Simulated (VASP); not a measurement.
# BN (P6_3/mmc) in VASP: further runs, part 2 of 2

VASP 6.6.1. The steps go on from the part before.

**3. Relaxation of cell and atoms, PBE+D3(BJ) (cell)**

File INCAR:

```
PREC = Accurate
ENCUT = 600
EDIFF = 1E-6
ISMEAR = 0
SIGMA = 0.01
LREAL = F
LASPH = T
NELM = 80
ALGO = Normal
ISIF = 3
LWAVE = F
LCHARG = F
GGA = PE
IVDW = 12
IBRION = 2
NSW = 80
EDIFFG = -0.003
```

File KPOINTS:

```
Automatic mesh
0
Gamma
  12 12 4
```

File POSCAR:

```
BN
1.0
    2.4982400000      0.0000000000      0.0000000000
   -1.2491200000      2.1635393048      0.0000000000
    0.0000000000      0.0000000000      6.6357000000
B N
2 2
Direct
    0.3333333333      0.6666666667      0.2500000000
    0.6666666667      0.3333333333      0.7500000000
    0.3333333333      0.6666666667      0.7500000000
    0.6666666667      0.3333333333      0.2500000000
```

Potentials or basis: VASP PAW PBE potentials, release 64 (B, N).

On the command line:

```bash
> cat potpaw_PBE.64/B/POTCAR potpaw_PBE.64/N/POTCAR > POTCAR
> mpirun -np 1 vasp_std > vasp.out
```

OUTCAR:

```text
PREC = Accurate
   ENCUT = 600
   EDIFF = 1E-6
   ISMEAR = 0
   LREAL = F
   LASPH = T
   NELM = 80
   ISIF = 3
   GGA = PE
   IVDW = 12
   IBRION = 2
   NSW = 80
   EDIFFG = -0.003
 IVDW          = 12

 ion  position               nearest neighbor table
   1  0.333  0.667  0.250-   4 1.44   4 1.44   4 1.44
   2  0.667  0.333  0.750-   3 1.44   3 1.44   3 1.44
   3  0.333  0.667  0.750-   2 1.44   2 1.44   2 1.44
   4  0.667  0.333  0.250-   1 1.44   1 1.44   1 1.44

  LATTYP: Found a hexagonal cell.
 ALAT       =     2.4982400000
 C/A-ratio  =     2.6561499296

  Lattice vectors:

 A1 = (   2.4982400000,   0.0000000000,   0.0000000000)
 A2 = (  -1.2491200000,   2.1635393048,   0.0000000000)
 A3 = (   0.0000000000,   0.0000000000,   6.6357000000)

Analysis of symmetry for initial positions (statically):
=====================================================================
 Subroutine PRICEL returns:
 Original cell was already a primitive cell.

 Routine SETGRP: Setting up the symmetry group for a
 hexagonal supercell.

 Subroutine GETGRP returns: Found 24 space group operations
 (whereof 12 operations were pure point group operations)
 out of a pool of 24 trial point group operations.

The static configuration has the point symmetry D_3d.
 The point group associated with its full space group is D_6h.

Analysis of symmetry for dynamics (positions and initial velocities):
=====================================================================
 Subroutine PRICEL returns:
 Original cell was already a primitive cell.

[... 162 lines left out ...]

  energy without entropy =      -35.15342225  energy(sigma->0) =      -35.15342225

------------------------ aborting loop because EDIFF is reached ----------------------------------------

 Edisp (eV)   -0.56768

 E8    (eV) :    -0.1663
[... 327 lines left out ...]
--------------------------------------- Ionic step        9  -------------------------------------------

 number of electron      15.9999998 magnetization

 Free energy of the ion-electron system (eV)
  ---------------------------------------------------
  ext. energy  EPLUGINS =         0.00000000
  ---------------------------------------------------
  free energy    TOTEN  =       -35.15220961 eV

  energy without entropy =      -35.15220961  energy(sigma->0) =      -35.15220961

 E-fermi :   2.4118     XC(G=0): -10.1447

 val. band max:        2.3676861302   @ k =   0.3333   0.2500   0.0000
 cond. band min:       6.6138908047   @ k =   0.5000   0.0000   0.0000
 fundamental gap:      4.2462046745
 Fermi energy:         2.4117934675

 k-point     1 :       0.0000    0.0000    0.0000
  band No.  band energies     occupation
      1     -15.4370      2.00000
      2     -15.1144      2.00000
      3      -3.8954      2.00000
      4      -1.6407      2.00000
      5       1.0252      2.00000
      6       1.0252      2.00000
      7       1.0671      2.00000
      8       1.0671      2.00000
      9       7.6979      0.00000
     10      12.8079      0.00000
     11      13.8791      0.00000
     12      13.8791      0.00000
[... 331 lines left out ...]
 k-point    24 :       0.3333    0.0000    0.2500
  band No.  band energies     occupation
      1     -13.4191      2.00000
      2     -13.2551      2.00000
      3      -4.5250      2.00000
      4      -4.4597      2.00000
      5      -1.2180      2.00000
      6      -1.1691      2.00000
      7      -0.8515      2.00000
      8       0.4380      2.00000
      9       9.1842      0.00000
     10       9.8120      0.00000
     11      11.3726      0.00000
     12      12.5564      0.00000

 [... further k-points ...]

------------------------ aborting loop because EDIFF is reached ----------------------------------------

 Edisp (eV)   -0.57193

 E8    (eV) :    -0.1677
[... 27 lines left out ...]
  FREE ENERGIE OF THE ION-ELECTRON SYSTEM (eV)
  ---------------------------------------------------
  free  energy   TOTEN  =       -35.7241353080 eV

  energy  without entropy=      -35.7241353080  energy(sigma->0) =      -35.72413531

 reached required accuracy - stopping structural energy minimisation
```

OSZICAR:

```text
N       E                     dE             d eps       ncg     rms          rms(c)
DAV:   1     0.774867108865E+02    0.77487E+02   -0.90578E+03  1368   0.139E+03
DAV:   2    -0.334375479254E+02   -0.11092E+03   -0.10113E+03  2036   0.295E+02
DAV:   3    -0.387008142297E+02   -0.52633E+01   -0.52111E+01  1728   0.666E+01
[... 66 lines left out ...]
DAV:   2    -0.351532095477E+02    0.39390E-02   -0.59704E-03  1508   0.751E-01    0.144E-01
DAV:   3    -0.351523217816E+02    0.88777E-03   -0.18797E-03  1616   0.360E-01    0.526E-02
DAV:   4    -0.351522198389E+02    0.10194E-03   -0.24219E-04  1752   0.145E-01    0.188E-02
DAV:   5    -0.351522098245E+02    0.10014E-04   -0.52116E-05  1616   0.632E-02    0.103E-02
DAV:   6    -0.351522096137E+02    0.21081E-06   -0.41517E-06  1576   0.214E-02
   9 F= -.35724135E+02 E0= -.35724135E+02  d E =-.436475E-03
```

CONTCAR:

```text
BN
   1.00000000000000
     2.5062512250974036    0.0000000000000000    0.0000000000000000
    -1.2531256125487018    2.1704772292502645   -0.0000000000000000
     0.0000000000000000    0.0000000000000000    6.5605532513111475
  B               N
     2     2
Direct
     0.3333333332999970    0.6666666667000030    0.2500000000000000
     0.6666666667000030    0.3333333332999970    0.7500000000000000
     0.3333333332999970    0.6666666667000030    0.7500000000000000
     0.6666666667000030    0.3333333332999970    0.2500000000000000

  0.00000000E+00  0.00000000E+00  0.00000000E+00
  0.00000000E+00  0.00000000E+00  0.00000000E+00
  0.00000000E+00  0.00000000E+00  0.00000000E+00
  0.00000000E+00  0.00000000E+00  0.00000000E+00
```

Wall time 53 s (1 thread of Intel Xeon 6975P-C (Granite Rapids), shared host); peak memory 0.18 GiB.

Results:

| Item | Value |
| --- | --- |
| Free energy | -35.7241 eV |
| Relaxed volume | 8.92 Å³/atom |
| Relaxed cell | a = 2.506 Å, b = 2.506 Å, c = 6.561 Å, α = 90.00°, β = 90.00°, γ = 120.00° |
| Space group after relaxing (to 0.05 Å) | P6_3/mmc (No. 194) |
| Energy gained by relaxing | 0.8 meV/atom |
| Ionic steps | 9 |
| Pressure after relaxing | 0.0 GPa |
| Band gap on the k mesh | 4.25 eV, indirect (least direct gap 4.63 eV) |
| Dispersion energy per atom | -0.143 eV |

The path:
| step | energy change (eV) | largest force (eV/Å) | pressure (GPa) | volume (Å³) |
| --- | --- | --- | --- | --- |
| 1 | 0.0000 | 0.0000 | 2.26 | 35.87 |
| 2 | 0.0069 | 0.0000 | -4.50 | 36.53 |
| 3 | -0.0026 | 0.0000 | -0.12 | 36.09 |
| 4 | -0.0026 | 0.0000 | -0.09 | 36.09 |
| 5 | -0.0027 | 0.0000 | -0.07 | 36.06 |
| 6 | -0.0028 | 0.0000 | -0.05 | 35.98 |
| 7 | -0.0030 | 0.0000 | -0.01 | 35.82 |
| 8 | -0.0029 | 0.0000 | 0.08 | 35.49 |
| 9 | -0.0030 | 0.0000 | 0.01 | 35.69 |

Final structure:
```
CELL_PARAMETERS angstrom
2.50625 0.00000 0.00000
-1.25313 2.17048 0.00000
0.00000 0.00000 6.56055
ATOMIC_POSITIONS crystal
B 0.33333 0.66667 0.25000
B 0.66667 0.33333 0.75000
N 0.33333 0.66667 0.75000
N 0.66667 0.33333 0.25000
```

A k mesh can miss the band edges.
